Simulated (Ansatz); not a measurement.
# MoS2 in Ansatz: further runs

One slab, MoS2, is run at these levels: HSE06, PBE0; tasks: band structure.

All numbers are computed with Ansatz 0.2.0; they aren't measurements. Logs are shortened: lines on timing, memory, paths and dates and some standing lists are left out, and cuts for length are marked.

## Step 1: The structure

The cell holds a slab with vacuum, 3 atoms: a = 3.184 Å, b = 3.184 Å, c = 17.335 Å, α = 90.00°, β = 90.00°, γ = 120.00°.

## Step 2: Band structure, HSE06

input reads:

```
crystal:
  lattice:
    - [3.1841260822, 0.0, 0.0]
    - [-1.5920630411, 2.757534076, 0.0]
    - [0.0, 0.0, 17.33459995]
  atoms:
    - { symbol: Mo, position: [0.0, 0.0, 0.0] }
    - { symbol: S, position: [0.3333333333, 0.6666666667, 0.91050702] }
    - { symbol: S, position: [0.3333333333, 0.6666666667, 0.08949298] }
hamiltonian:
  xc: hse06
  pseudopotentials: { kind: paw }
kpoints:
  mp_grid: { grid: [6, 6, 2] }
  band_path:
    path:
      - [[0.0, 0.0, 0.0], [0.5, 0.0, 0.0], [0.3333333333, 0.3333333333, 0.0], [0.0, 0.0, 0.0], [0.0, 0.0, 0.5], [0.5, 0.0, 0.5], [0.3333333333, 0.3333333333, 0.5], [0.0, 0.0, 0.5]]
      - [[0.5, 0.0, 0.5], [0.5, 0.0, 0.0]]
      - [[0.3333333333, 0.3333333333, 0.0], [0.3333333333, 0.3333333333, 0.5]]
    npoints: 4
scf:
  occupations: { method: fermi_dirac, width: 0.05 }
  n_extra_bands: 7
output:
  forces: true
  stress: true
  eigenvalues: true
  fatbands: false
```

Potentials or basis: Ansatz PAW.

Log:

```text
Warning: output.stress: scf.convergence.dr2_threshold = 1e-7 eV (the SCF's general default) is looser than the 3e-10 eV advised for a printed stress (1e-10 eV for each atom of the cell: 3). What an SCF threshold leaves in a stress goes as its square root, and in the free energy as the threshold itself, and one threshold admits the most on a small cell: of the crystals measured, under no hybrid functional and no lock of the moments, on runs that ended without the residual-converged pass, on stresses that held no estimate of that error, the worst erred by over 100 MPa in a component at 1e-7 eV an atom and by under 5 at 1e-10. Set scf.convergence.dr2_threshold to 3e-10 eV or tighter. The threshold is an SCF's pass mark: one that does not reach it within its budget of iterations ends unconverged, or closes short of it on a stop that the run arms, and scf.convergence.dr2_threshold's page says what that costs each kind of run
Warning: output.stress: scf.exx.energy_threshold = 1e-6 eV is looser than the 3e-8 eV advised for a stress under a hybrid functional (1e-8 eV for each atom of the cell: 3). Every SCF of the exchange loop can meet its threshold on dr2 while the loop round them stops early: no threshold on dr2 bounds what that leaves in the stress. Set scf.exx.energy_threshold to 3e-8 eV or tighter. The threshold is the loop's pass mark: a loop that does not reach it within its budget of cycles ends unconverged, and scf.exx.energy_threshold's page has the law
scf.n_extra_bands = 7 over 13 filled bands (N_el = 26.0): the run solves 20 bands
GPUs: using 1 of 1 available (devices: 1).
Engine: ansatz 0.2.0, x86_64-unknown-linux-gnu
Pseudopotentials: kind: paw
Pseudopotential: Mo, paw, valence charge 14, recommended cutoff 420 eV (normal), Mo.paw.azcp
Pseudopotential: S, paw, valence charge 6, recommended cutoff 420 eV (normal), S.paw.azcp
Functional definition: HSE06
  parameter a = 0.25
  parameter omega = 0.11/bohr
  exchange = pbe_x - a*pbe_x_sr(omega) + a*exact_x_sr(omega)
  correlation = pbe_c
device memory: the entry about to start is reckoned to put 0.9 GiB on a device that reports 53.1 GiB free (of which the cap on the GPU budget leaves the run 18.0 GiB)
GPU FFT provider: cuFFT
GPU libraries: cuBLAS 13.8.2, cuFFT 12.4.0, cuSOLVER 12.3.4
Crystal: 3 atoms, lattice volume = 152.204 Å³
Basis set: ecut = 420 eV, 3021 PW (Γ), exchange–correlation on 48×48×240 points (8 copies of the dense FFT grid, shifted against one another)
Bands: 20, of which v1, the nominal top of the filled ones, is band 13 counted from 1 (12 counted from 0)
Symmetry: 12 space group operations
Space group: P-6m2 (ITA 187), of the structure as read, at distance tolerance 5.3e-5 Å
k-points: 14 of 72 (time reversal used)
Non-local potential: Mo, projectors of the file, l = 0: 3, l = 1: 2, l = 2: 2, l = 3: 1
Non-local potential: S, projectors of the file, l = 0: 2, l = 1: 2, l = 2: 2
PAW form: soft (Blöchl's): semilocal exchange-correlation on the pseudo side does not see the compensation charge
PAW frozen core: Mo, regenerated for the run's functional, and the local potential with it (the file was generated under x = pbe(κ = 0.804, μ = 0.2195149727645171), c = pbe(β = 0.06672455060314922))
PAW frozen core: S, regenerated for the run's functional, and the local potential with it (the file was generated under x = pbe(κ = 0.804, μ = 0.2195149727645171), c = pbe(β = 0.06672455060314922))
PAW one-centre angular grid: Mo, 590 points (default); XC on 64 Gauss nodes
PAW one-centre angular grid: S, 110 points (default); XC on 64 Gauss nodes
Initial density: superposition of atomic densities (neutral atoms: chi_scale 0, normalization atom), corrected by the library's trained network
Initial wavefunctions: pseudopotential atomic-orbital guess
GPU buffer pool allocated for 69120 grid points (all kernels)
[... 39 lines left out ...]
SCF iter   2: F=—  HF=-6765.818294 eV  |F-HF|=—  |Δ(HF+E_count)|=   9.97e-8  Δρ=9.87e-6  dr2=5.11e-8  ethr=2.42e-9  ⟨swp⟩=3.0  Hψ=511  notcnv=0
SCF iter   3: F=—  HF=-6765.818294 eV  |F-HF|=—  |Δ(HF+E_count)|=   1.33e-7  Δρ=2.49e-6  dr2=5.81e-9  ethr=1.12e-10  ⟨swp⟩=5.4  Hψ=810  notcnv=0  defer=17
SCF iter   4: F=-6765.818294 eV  HF=-6765.818294 eV  |F-HF|=2.99e-10  |Δ(HF+E_count)|=   1.83e-9  Δρ=7.17e-7  dr2=4.66e-10  ethr=1.81e-11  ⟨swp⟩=4.6  Hψ=698  notcnv=0  defer=11
SCF 3 converged in 4 iterations: F = -6765.818294 eV  dr2 = 4.66e-10
  Residual-converged pass: ⟨swp⟩=4.0  Hψ=670  notcnv=0  max |occ|·‖R‖ = 5.3e-7 eV (tolerance 5.4e-7 eV)  dr2=4.64e-10  dr2_onsite=3.22e-11  max |Δocc| = 2.5e-19
hybrid outer 2: dexx = +2.348e-7 eV, tail = 7.32e-9 eV, Δε = 1.34e-3 eV (about 3.31e-5 eV left of the loop's levels), ΔF = 1.12e-3 eV/Å (tail 3.70e-4)
device memory: the entry about to start is reckoned to put 0.7 GiB on a device that reports 51.0 GiB free (of which the cap on the GPU budget leaves the run 18.0 GiB)
NSCF: frozen V_eff on 39 k-points, pencils in batches of 32, up to order 88
hybrid SCF converged: 2 outer / 11 inner (+4 warm-up), last move |dexx| = 2.35e-7 eV, tail = 7.32e-9 eV
Stability not checked: this state was not tested for a lower state beside it, because the functional holds exact exchange (a hybrid, or Hartree-Fock), whose exchange loop this test does not read (fock_operator; see scf.lower_state_search)
Free energy (F): -6765.818295 eV
Frozen-core exchange: fock
Harris-Foulkes:  -6765.818295 eV  (|F-HF|=2.99e-10)
Internal energy: -6765.818295 eV  (E = F + TS)
E sigma→0 (E₀):  -6765.818295 eV
Fermi energy:    0.378648 eV
--- Per-component energies (eV) ---
  E_band       = -474.807683
  E_kinetic    = 653.252504
  E_local      = -13056.313498  (includes V_loc(G=0)·N_el)
  E_nonlocal   = 196.927254
  E_hartree    = 6164.447002
  E_xc         = -303.257501
  E_vxc        = -322.822372  (∫ρ·V_xc dr)
  E_exx        = -64.353042  (= α·E_x^exact, valence–valence)
  E_paw        = -4413.855446  (= ΣΔE_a)
  E_vpaw       = -146.040456  (= ΣTr[D̂ρ^β])
  E_aug_tail   = 0.000041  (compensation charges beyond the density's cutoff)
  E_ewald      = 4057.960333
  E_core_change = -0.625942  (= ΣΔE_core)
  E_smearing   = -0.000000  (= −TS)
  E_closure    = 0.000000  (closes the sum)
  Σ components = -6765.818295   (vs F -6765.818295, Δ=0.00e0)
--- Forces (eV/Å), atoms counted from 1 ---
  atom   1  Mo     0.00000000    -0.00000000     0.00000000
  atom   2  S      0.00000000     0.00000000     0.29429645
  atom   3  S      0.00000000     0.00000000    -0.29429645
  max |Σ_I F_I| component: 2.43e-17 eV/Å
--- Stress (GPa, compression-positive) ---
       -1.432556       0.000000       0.000000
       -0.000000      -1.432556       0.000000
        0.000000       0.000000      -0.962898
  P = ⅓ Tr σ = -1.2760 GPa (-12.760 kbar)
--- Band table (eV; the first three rows and the last of 14) ---
  k-point 0: bands = ["-65.5545", "-38.2848", "-38.0407", "-38.0407", "-16.3987", "-14.9056", "-7.0707", "-3.7687", "-3.7687", "-2.7329", "-2.4250", "-2.4250", "-0.6744", "2.8271", "2.8271", "3.1002", "3.1002", "5.2813", "5.5959", "6.2768"]
  k-point 1: bands = ["-65.5545", "-38.2848", "-38.0407", "-38.0407", "-16.3987", "-14.9056", "-7.0707", "-3.7687", "-3.7687", "-2.7329", "-2.4250", "-2.4250", "-0.6744", "2.8271", "2.8271", "3.1002", "3.1002", "5.3758", "5.4393", "6.4140"]
  k-point 2: bands = ["-65.5432", "-38.2623", "-38.1565", "-38.0671", "-15.9621", "-14.7355", "-6.6090", "-4.5942", "-3.9941", "-3.3099", "-3.0426", "-1.9860", "-1.0272", "2.3262", "2.6492", "2.6566", "3.5033", "5.8722", "6.1343", "7.1330"]
  k-point 13: bands = ["-65.5037", "-38.3724", "-38.3372", "-38.1826", "-14.0398", "-13.9523", "-6.7834", "-5.9258", "-5.2627", "-4.7992", "-3.9559", "-3.1946", "-0.6911", "1.4218", "3.2397", "3.6962", "5.2272", "7.4208", "7.9079", "9.8093"]
```

Run time: 47 s. Hardware: 1 × NVIDIA H100 80GB HBM3 with 2 threads of AMD EPYC 7R13 (Zen 3), shared host; peak memory 2.8 GiB.

What came out:

| Item | Value |
| --- | --- |
| Free energy | -6765.8183 eV |
| Largest force | 0.294 eV/Å |
| Band gap on the k mesh | 2.10 eV, indirect (least direct gap 2.11 eV) |
| Band gap along the path | 2.10 eV, indirect (least direct gap 2.11 eV) |

Forces in eV/Å, atoms in the order of the input:
```
Mo   0.000  0.000  0.000
S    0.000  0.000  0.294
S    0.000  0.000 -0.294
```

Levels at the corners of the path, in eV from the valence-band top:
```csv
point,band 9,band 10,band 11,band 12,band 13,band 14,band 15,band 16,band 17,band 18
Γ,-3.09,-2.06,-1.75,-1.75,0.00,3.50,3.50,3.77,3.77,5.96
M,-4.68,-3.64,-2.19,-1.23,-0.79,2.88,3.45,4.75,5.29,7.05
K,-4.59,-4.12,-3.28,-2.52,-0.02,2.10,3.91,4.37,5.90,8.10
Γ,-3.09,-2.06,-1.75,-1.75,0.00,3.50,3.50,3.77,3.77,5.96
A,-3.09,-2.06,-1.75,-1.75,0.00,3.50,3.50,3.77,3.77,6.05
L,-4.68,-3.64,-2.19,-1.23,-0.79,2.88,3.45,4.75,5.29,7.05
H,-4.59,-4.12,-3.28,-2.52,-0.02,2.10,3.91,4.37,5.90,8.10
A,-3.09,-2.06,-1.75,-1.75,0.00,3.50,3.50,3.77,3.77,6.05
L,-4.68,-3.64,-2.19,-1.23,-0.79,2.88,3.45,4.75,5.29,7.05
M,-4.68,-3.64,-2.19,-1.23,-0.79,2.88,3.45,4.75,5.29,7.05
K,-4.59,-4.12,-3.28,-2.52,-0.02,2.10,3.91,4.37,5.90,8.10
H,-4.59,-4.12,-3.28,-2.52,-0.02,2.10,3.91,4.37,5.90,8.10
```

Caveat: the PAW data sets come from PBE, with cores solved anew for the run's functional, which leaves a small shift of forces and pressure; the thresholds are loose for stress.

## Step 3: Band structure, PBE0

Changes to input since step 2:

```diff
@@ -10,3 +10,3 @@
 hamiltonian:
-  xc: hse06
+  xc: pbe0
   pseudopotentials: { kind: paw }
```

Potentials or basis: Ansatz PAW.

Log:

```text
Warning: output.stress: scf.convergence.dr2_threshold = 1e-7 eV (the SCF's general default) is looser than the 3e-10 eV advised for a printed stress (1e-10 eV for each atom of the cell: 3). What an SCF threshold leaves in a stress goes as its square root, and in the free energy as the threshold itself, and one threshold admits the most on a small cell: of the crystals measured, under no hybrid functional and no lock of the moments, on runs that ended without the residual-converged pass, on stresses that held no estimate of that error, the worst erred by over 100 MPa in a component at 1e-7 eV an atom and by under 5 at 1e-10. Set scf.convergence.dr2_threshold to 3e-10 eV or tighter. The threshold is an SCF's pass mark: one that does not reach it within its budget of iterations ends unconverged, or closes short of it on a stop that the run arms, and scf.convergence.dr2_threshold's page says what that costs each kind of run
Warning: output.stress: scf.exx.energy_threshold = 1e-6 eV is looser than the 3e-8 eV advised for a stress under a hybrid functional (1e-8 eV for each atom of the cell: 3). Every SCF of the exchange loop can meet its threshold on dr2 while the loop round them stops early: no threshold on dr2 bounds what that leaves in the stress. Set scf.exx.energy_threshold to 3e-8 eV or tighter. The threshold is the loop's pass mark: a loop that does not reach it within its budget of cycles ends unconverged, and scf.exx.energy_threshold's page has the law
scf.n_extra_bands = 7 over 13 filled bands (N_el = 26.0): the run solves 20 bands
[... 114 lines left out ...]
  k-point 0: bands = ["-66.0057", "-38.7256", "-38.4827", "-38.4827", "-16.8345", "-15.3372", "-7.5072", "-4.1705", "-4.1705", "-3.1270", "-2.7899", "-2.7899", "-1.0366", "3.1825", "3.1825", "3.4662", "3.4662", "5.4741", "5.8347", "6.5393"]
  k-point 1: bands = ["-66.0057", "-38.7256", "-38.4827", "-38.4827", "-16.8345", "-15.3372", "-7.5072", "-4.1705", "-4.1705", "-3.1270", "-2.7899", "-2.7899", "-1.0366", "3.1825", "3.1825", "3.4662", "3.4662", "5.5414", "5.7000", "6.7489"]
  k-point 2: bands = ["-65.9945", "-38.7033", "-38.5983", "-38.5091", "-16.3968", "-15.1668", "-7.0383", "-5.0073", "-4.3908", "-3.7065", "-3.4204", "-2.3595", "-1.3931", "2.6827", "3.0017", "3.0158", "3.8719", "6.0570", "6.3776", "7.3022"]
  k-point 13: bands = ["-65.9549", "-38.8141", "-38.7781", "-38.6226", "-14.4695", "-14.3816", "-7.2090", "-6.3510", "-5.6763", "-5.2071", "-4.3524", "-3.5882", "-1.0359", "1.7398", "3.6022", "4.0778", "5.6157", "7.7977", "8.2849", "10.1786"]
```

bands.tsv:

```text
[... 58 lines left out ...]
6.678202	-66.316902	-39.176118	-39.140157	-38.984640	-14.831484	-14.743587	-7.571047	-6.713004	-6.038323	-5.569144	-4.714374	-3.950211	-1.397934	1.377812	3.240215	3.715814	5.253645	7.435660	7.922821	9.817717
6.723510	-66.316902	-39.176118	-39.140157	-38.984638	-14.831483	-14.743587	-7.571047	-6.713005	-6.038324	-5.569144	-4.714374	-3.950210	-1.397934	1.377813	3.240213	3.715815	5.253645	7.435675	7.922852	9.816926
6.768818	-66.316902	-39.176119	-39.140157	-38.984639	-14.831484	-14.743587	-7.571047	-6.713006	-6.038325	-5.569144	-4.714374	-3.950212	-1.397934	1.377813	3.240210	3.715815	5.253644	7.435680	7.922863	9.816595
```

It took 42 s on 1 × NVIDIA H100 80GB HBM3 with 2 threads of AMD EPYC 7R13 (Zen 3), shared host; peak memory 2.8 GiB.

What came out:

```
Free energy             : -6765.7989 eV
Largest force           : 0.288 eV/Å
Band gap on the k mesh  : 2.78 eV, direct
Band gap along the path : 2.78 eV, direct
```

Forces on the atoms (eV/Å):
```
Mo   0.000  0.000  0.000
S    0.000  0.000  0.288
S    0.000  0.000 -0.288
```

Stress tensor (GPa, compression positive):
```
-1.47  0.00  0.00
 0.00 -1.47  0.00
 0.00  0.00 -0.94
```

Levels at the corners of the path, in eV from the valence-band top:
```tsv
point	band 9	band 10	band 11	band 12	band 13	band 14	band 15	band 16	band 17	band 18
Γ	-3.13	-2.09	-1.75	-1.75	0.00	4.22	4.22	4.50	4.50	6.51
M	-4.74	-3.68	-2.22	-1.24	-0.79	3.59	4.18	5.49	6.03	7.78
K	-4.64	-4.17	-3.32	-2.55	0.00	2.78	4.64	5.11	6.65	8.83
Γ	-3.13	-2.09	-1.75	-1.75	0.00	4.22	4.22	4.50	4.50	6.51
A	-3.13	-2.09	-1.75	-1.75	0.00	4.22	4.22	4.50	4.50	6.58
L	-4.74	-3.68	-2.22	-1.24	-0.79	3.59	4.18	5.49	6.03	7.78
H	-4.64	-4.17	-3.32	-2.55	0.00	2.78	4.64	5.11	6.65	8.83
A	-3.13	-2.09	-1.75	-1.75	0.00	4.22	4.22	4.50	4.50	6.58
L	-4.74	-3.68	-2.22	-1.24	-0.79	3.59	4.18	5.49	6.03	7.78
M	-4.74	-3.68	-2.22	-1.24	-0.79	3.59	4.18	5.49	6.03	7.78
K	-4.64	-4.17	-3.32	-2.55	0.00	2.78	4.64	5.11	6.65	8.83
H	-4.64	-4.17	-3.32	-2.55	0.00	2.78	4.64	5.11	6.65	8.83
```

Caveat: the PAW data sets come from PBE, with cores solved anew for the run's functional, which leaves a small shift of forces and pressure; the thresholds are loose for stress.
